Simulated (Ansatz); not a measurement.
Input of an Ansatz 0.2.0 run:

Contents of input.yaml:

```yaml
crystal:
  lattice:
    - [-2.151483, 2.151483, 2.151483]
    - [2.151483, -2.151483, 2.151483]
    - [2.151483, 2.151483, -2.151483]
  atoms:
    - { symbol: Yb, position: [0.0, 0.0, 0.0], spin: 0.2 }
hamiltonian:
  xc: pbesol
  pseudopotentials: { kind: paw }
magnetization:
  spin_polarized: true
  initial_magnetization: 0.2
  spin_locking: { lock_magnetization: hard }
kpoints:
  mp_grid: { grid: [7, 7, 7] }
scf:
  occupations: { method: fermi_dirac, width: 0.05 }
  lower_state_search: "off"
output:
  forces: true
  stress: true
  eigenvalues: true
  write_density: true
  write_potential: true
  elf: true
  volumetric_format: npy
```

Potentials or basis: Ansatz PAW.

The run is started by

```sh
$ ansatz run input.yaml --threads 2 --pin off --max-ram 5632MiB --backend cpu --events-out ev --progress --plain --runs-dir out
```

What does it give for the pressure?

-3.3 GPa.

Caveat: spin-orbit coupling is left out, which moves the levels of the heavy elements; the total moment is fixed, so each spin has its own Fermi level; the PAW data sets come from PBE, with cores solved anew for the run's functional, which leaves a small shift of forces and pressure; the thresholds are loose for stress. The state reached can hang on the start; a lower one may exist.
